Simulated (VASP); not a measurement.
Method: PBEsol GGA, VASP's PBE PAW potentials (set 64) (plane waves; VASP).

VASP ran on this input.

KPOINTS:
```
Automatic mesh
0
Gamma
7 7 7
0 0 0
```

**POSCAR**
```
NaBr
1
    0.0000000000     2.9850000000     2.9850000000
    2.9850000000     0.0000000000     2.9850000000
    2.9850000000     2.9850000000     0.0000000000
Na Br
1 1
Direct
  0.0000000000   0.0000000000   0.0000000000
  0.5000000000   0.5000000000   0.5000000000
```

INCAR:
```
SYSTEM = NaBr
PREC = Accurate
ENCUT = 400
EDIFF = 1E-6
NELM = 100
ALGO = Normal
LREAL = .FALSE.
LASPH = .TRUE.
ISMEAR = 0
SIGMA = 0.05
GGA = PS
LMAXMIX = 4
LWAVE = .FALSE.
LCHARG = .FALSE.
IBRION = 2
ISIF = 3
NSW = 60
EDIFFG = -0.01
```

POTCAR, in this order: Na_pv Br (PBE.64 set). Program: vasp_std.

The run wrote:

**OSZICAR**
```
       N       E                     dE             d eps       ncg     rms          rms(c)
DAV:   1     0.812068796441E+02    0.81207E+02   -0.62634E+03   448   0.100E+03
DAV:   2     0.335817349010E+00   -0.80871E+02   -0.76260E+02   492   0.247E+02
DAV:   3    -0.636031757579E+01   -0.66961E+01   -0.66591E+01   545   0.722E+01
DAV:   4    -0.648724921394E+01   -0.12693E+00   -0.12686E+00   476   0.111E+01
DAV:   5    -0.648917527138E+01   -0.19261E-02   -0.19258E-02   537   0.132E+00    0.154E+00
DAV:   6    -0.638228415110E+01    0.10689E+00   -0.17169E-01   497   0.329E+00    0.904E-01
DAV:   7    -0.637013735623E+01    0.12147E-01   -0.72453E-02   551   0.197E+00    0.503E-01
DAV:   8    -0.637234010658E+01   -0.22028E-02   -0.48698E-03   476   0.779E-01    0.106E-01
DAV:   9    -0.637230262879E+01    0.37478E-04   -0.10422E-04   524   0.110E-01    0.504E-02
DAV:  10    -0.637233147343E+01   -0.28845E-04   -0.56530E-05   482   0.707E-02    0.736E-03
DAV:  11    -0.637233073637E+01    0.73707E-06   -0.47678E-06   497   0.237E-02
   1 F= -.63723307E+01 E0= -.63723307E+01  d E =-.637233E+01
       N       E                     dE             d eps       ncg     rms          rms(c)
DAV:   1    -0.639016705609E+01   -0.17836E-01   -0.35995E-01   494   0.904E+00    0.745E-01
DAV:   2    -0.637736662882E+01    0.12800E-01   -0.17888E-02   494   0.153E+00    0.342E-01
DAV:   3    -0.637456436156E+01    0.28023E-02   -0.72028E-03   494   0.942E-01    0.116E-01
DAV:   4    -0.637438256697E+01    0.18179E-03   -0.20789E-04   446   0.147E-01    0.122E-02
DAV:   5    -0.637437558078E+01    0.69862E-05   -0.26296E-05   476   0.432E-02    0.928E-03
DAV:   6    -0.637437543916E+01    0.14162E-06   -0.95394E-07   283   0.152E-02
   2 F= -.63743754E+01 E0= -.63743754E+01  d E =-.204470E-02
       N       E                     dE             d eps       ncg     rms          rms(c)
DAV:   1    -0.638519570606E+01   -0.10820E-01   -0.23257E-01   494   0.730E+00    0.598E-01
DAV:   2    -0.637696469830E+01    0.82310E-02   -0.11448E-02   491   0.123E+00    0.275E-01
DAV:   3    -0.637515415556E+01    0.18105E-02   -0.46605E-03   494   0.761E-01    0.928E-02
DAV:   4    -0.637504068274E+01    0.11347E-03   -0.13651E-04   440   0.120E-01    0.999E-03
DAV:   5    -0.637503561308E+01    0.50697E-05   -0.17297E-05   467   0.358E-02    0.736E-03
DAV:   6    -0.637503557618E+01    0.36902E-07   -0.65753E-07   265   0.127E-02
   3 F= -.63750356E+01 E0= -.63750356E+01  d E =-.270484E-02
```

### OUTCAR
```
------------------------ aborting loop because EDIFF is reached ----------------------------------------
  FORCE on cell =-STRESS in cart. coord.  units (eV):
  Direction    XX          YY          ZZ          XY          YZ          ZX
  --------------------------------------------------------------------------------------
  Total       -0.0192993     -0.0192993     -0.0192993      0.0000000      0.0000000      0.0000000
  in kB       -0.5960814     -0.5960814     -0.5960814      0.0000000      0.0000000      0.0000000
  external PRESSURE =      -0.5960814 kB  Pullay stress =       0.0000000 kB
  volume of cell :       51.87
      direct lattice vectors                 reciprocal lattice vectors
     0.000000000  2.960094263  2.960094263    -0.168913540  0.168913540  0.168913540
     2.960094263  0.000000000  2.960094263     0.168913540 -0.168913540  0.168913540
     2.960094263  2.960094263  0.000000000     0.168913540  0.168913540 -0.168913540
 POSITION                                       TOTAL-FORCE (eV/Angst)
 -----------------------------------------------------------------------------------
      0.00000      0.00000      0.00000        -0.000000     -0.000000     -0.000000
      2.96009      2.96009      2.96009         0.000000      0.000000      0.000000
 -----------------------------------------------------------------------------------
    total drift:                                0.000000      0.000000      0.000000
  FREE ENERGIE OF THE ION-ELECTRON SYSTEM (eV)
  ---------------------------------------------------
  free  energy   TOTEN  =        -6.3750355762 eV

  energy  without entropy=       -6.3750355762  energy(sigma->0) =       -6.37503558

 reached required accuracy - stopping structural energy minimisation
```
(Selected blocks of OUTCAR.)

**CONTCAR**
```
NaBr
   1.00000000000000
     0.0000000000000000    2.9600942628717095    2.9600942628717095
     2.9600942628717095    0.0000000000000000    2.9600942628717095
     2.9600942628717095    2.9600942628717095    0.0000000000000000
  Na              Br
     1     1
Direct
     0.0000000000000000    0.0000000000000000    0.0000000000000000
     0.5000000000000000    0.5000000000000000    0.5000000000000000
```

Energy and stress use the plane-wave basis of the starting cell.

The compound is NaBr in the rock salt structure. This run relaxes it. Symmetry was kept, so distortions that lower it aren't found.
